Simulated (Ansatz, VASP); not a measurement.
# Cross-check of ZrGe between VASP and Ansatz, part 2 of 2

Aim: how closely do two programs agree when they are given the same cell, functional and k mesh? The cell is generated by rule, not measured, and may not be a known phase. The cell is taken from a series of runs on this material, whose earlier steps may have relaxed, scaled, displaced or heated it; both programs get it as it stands.

VASP 6.6.1 and Ansatz 0.2.0.

So far: The starting structure; Ansatz: relaxation of cell and atoms, PBE; VASP: relaxation of cell and atoms, PBE; Side by side.

The structure was built from a prototype and need not be the compound's stable phase.

## 5. Ansatz: zone-centre phonons, PBE

Level of this step: Ansatz beside VASP: Kohn-Sham DFT, plane waves, PBE (Ansatz).

Second derivatives magnify differences that forces hide, and they need a tight electronic threshold.

The cell is taken from a series of runs on this material, whose earlier steps may have relaxed, scaled, displaced or heated it; both programs get it as it stands.

Input file input.yaml:

```yaml
crystal:
  lattice:
    - [0.0, 2.7391407419, 2.7391407419]
    - [2.7391407419, 0.0, 2.7391407419]
    - [2.7391407419, 2.7391407419, 0.0]
  atoms:
    - { symbol: Zr, position: [0.0, 0.0, 0.0] }
    - { symbol: Ge, position: [0.5, 0.5, 0.5] }
kpoints:
  mp_grid: { grid: [16, 16, 16] }
hamiltonian:
  xc: pbe
scf:
  occupations: { method: methfessel_paxton, width: 0.2 }
output:
  eigenvalues: true
phonons:
  method: dfpt
```

The run is started by

```console
ansatz run input.yaml --threads 4 --pin off --max-ram 7168MiB --backend cpu --events-out ev --progress --plain --runs-dir out
```

Numbers of over 12 decimals in the logs are rounded to 6 here.

What it wrote:

```text
[...]
Crystal: 2 atoms, lattice volume = 41.103 Å³
Basis set: ecut = 420 eV, 821 PW (Γ), exchange–correlation on 54×54×54 points (8 copies of the dense FFT grid, shifted against one another)
Bands: 17, of which v1, the nominal top of the filled ones, is band 13 counted from 1 (12 counted from 0)
Symmetry: 48 space group operations
k-points: 349 of 4096 (irreducible under 8 space group operations, time reversal used)
[...]
k mesh reduced under 8 symmetry operations, with k and −k counted as one. Each operation leaves every solved perturbation unchanged. A smaller set is not used because it would not reduce the number of displacements times k-points to solve
  ASR residual: 1.542e-5 → 0.000e0 eV/Å²; symmetrization residual: 1.155e-5 eV/Å²
  ASR residual per site (eV/Å²): 1.54e-5 8.21e-6
  Γ frequencies (cm⁻¹): 0.00 0.00 0.00 241.21 241.21 241.21
  non-analytic LO–TO correction: not included (Born effective charges unavailable; polar crystals: no LO–TO splitting at Γ)
[key lines of the parts left out:]
SCF converged after 9 iterations
Free energy (F): -8480.325302 eV
Fermi energy:    12.772862 eV
```

## 6. VASP: zone-centre phonons, PBE

The same cell, functional, mesh and smearing now go to VASP, with its own data sets.

Input file INCAR:

```
SYSTEM = ZrGe
PREC = Accurate
ENCUT = 500
EDIFF = 1E-08
NELM = 120
ISMEAR = 1
SIGMA = 0.2
LREAL = .FALSE.
ALGO = Normal
GGA = PE
NBANDS = 19
LASPH = .TRUE.
LORBIT = 11
LWAVE = .FALSE.
LCHARG = .FALSE.
ISIF = 2
IBRION = 8
GGA_COMPAT = .FALSE.
KPAR = 2
```

Input file POSCAR:

```
ZrGe
1.0
    0.0000000000      2.7391407419      2.7391407419
    2.7391407419      0.0000000000      2.7391407419
    2.7391407419      2.7391407419      0.0000000000
Zr Ge
1 1
Direct
    0.0000000000      0.0000000000      0.0000000000
    0.5000000000      0.5000000000      0.5000000000
```

Input file KPOINTS:

```
Automatic mesh
0
Gamma
16 16 16
0 0 0
```

Potentials, in the order of the species: Zr_sv and Ge_d (PBE family, release 64).

The run is started by

```console
mpirun -np 2 vasp_std
```

What it wrote:

```text
[... set-up lines as in an earlier step ...]
 entering main loop
       N       E                     dE             d eps       ncg     rms          rms(c)
DAV:   1     0.232201573277E+03    0.23220E+03   -0.13668E+04  6309   0.301E+03
DAV:   2     0.997579268836E+01   -0.22223E+03   -0.21553E+03  5589   0.644E+02
DAV:   3    -0.143853575370E+02   -0.24361E+02   -0.23933E+02  6251   0.137E+02
DAV:   4    -0.156146484942E+02   -0.12293E+01   -0.12236E+01  8808   0.286E+01
[...]
DAV:  12    -0.145388433549E+02    0.16834E-05   -0.24959E-06  7829   0.134E-02    0.371E-03
DAV:  13    -0.145388433576E+02   -0.26043E-08   -0.27543E-07  7637   0.541E-03    0.176E-03
DAV:  14    -0.145388433507E+02    0.68098E-08   -0.45416E-08  5369   0.186E-03
   1 F= -.14538843E+02 E0= -.14539091E+02  d E =0.743514E-03
 Linear response reoptimize wavefunctions to high precision
DAV:   1    -0.145388433336E+02    0.17163E-07   -0.81970E-09  7304   0.639E-04
DAV:   2    -0.145388433337E+02   -0.80490E-10   -0.15605E-10  3184   0.995E-05
 Linear response DOF=           2
 Linear response progress:
[...]
RMM:  24    -0.671804252857E+00   -0.30226E-07   -0.67709E-07 32439   0.402E-04    0.102E-04
RMM:  25    -0.671804415743E+00   -0.16289E-06   -0.57295E-07 30248   0.361E-04    0.103E-04
RMM:  26    -0.671804538598E+00   -0.12285E-06   -0.48904E-07 31497   0.324E-04    0.105E-04
 first order change of Fermi-energy   0.36505E-03
 force on displaced ion       1 direction 1 :  -8.703   0.000   0.000
 Linear response progress:
  Degree of freedom:   2/  2
       N       E                     dE             d eps       ncg     rms          rms(c)
RMM:   1    -0.187213967119E+00   -0.18721E+00    0.99888E+00 16100   0.538E+01
RMM:   2    -0.194720720541E+00   -0.75068E-02   -0.98644E-03 23854   0.721E-01    0.681E-02
RMM:   3    -0.195013109184E+00   -0.29239E-03   -0.53591E-04 25287   0.181E-01    0.409E-02
RMM:   4    -0.195483683418E+00   -0.47057E-03   -0.10770E-04 27036   0.808E-02    0.630E-03
[...]
RMM:  15    -0.195447538213E+00    0.14796E-06   -0.12942E-07 33028   0.161E-04    0.139E-05
RMM:  16    -0.195447546887E+00   -0.86741E-08   -0.11609E-07 34355   0.109E-04    0.375E-06
RMM:  17    -0.195447548876E+00   -0.19888E-08   -0.63506E-08 34184   0.800E-05    0.192E-06
 first order change of Fermi-energy   0.15074E-03
 force on displaced ion       2 direction 1 :  -8.696   0.000   0.000
 Linear response finished
```

From OUTCAR (step 6):

```text
  Total        0.0182706      0.0182706      0.0182706     -0.0000000      0.0000000      0.0000000
  in kB        0.7121825      0.7121825      0.7121825     -0.0000000      0.0000000      0.0000000
  external PRESSURE =       0.7121825 kB  Pullay stress =       0.0000000 kB

 POSITION                                       TOTAL-FORCE (eV/Angst)
 -----------------------------------------------------------------------------------
      0.00000      0.00000      0.00000         0.000000     -0.000000     -0.000000
      2.73914      2.73914      2.73914        -0.000000      0.000000      0.000000
 -----------------------------------------------------------------------------------
    total drift:                                0.000000      0.000000      0.000000

[... 1 part as in an earlier step ...]

[... 1 further part left out ...]
```

Energies printed during the response cycles are not total energies of the cell.

## 7. Comparison

Both answers:

| quantity | Ansatz | VASP | difference |
| --- | --- | --- | --- |
| optical mode 1 to 3 (cm⁻¹) | 241.2 | 241.9 | -0.28 % |

Modes are paired by rising frequency, not by their patterns, so a pair may set unlike modes beside each other; they are those without the splitting of longitudinal modes.

## 8. Outcome

| Quantity | Value |
| --- | --- |
| difference in volume (relaxation of cell and atoms, PBE) | -0.094 % |
| r.m.s. difference of the optical zone-centre modes, each program's sorted by frequency (zone-centre phonons, PBE) | 0.68 cm⁻¹ |

**Reading.** The difference in volume is -0.094 % (relaxation of cell and atoms, PBE), within the 1.2 % picked in this series as the mark of a large difference, as far as the stopping tolerances let one tell. 1 further pair of this series is not shown here. How closely two codes agree says nothing of how well the functional describes the real material.

[Lines on the potential files, build, host, timing and source positions are cut from VASP's logs without a mark.]

[Logs are printed without paths, hosts, clocks, repeated set-up lines and the standing remarks that a program may print on its own settings, such as how far it seeks lower states.]

[Hosts, paths, dates, database ids (printed as entryN), source tags and the programs' standing remarks are cut or masked in the printed files.]
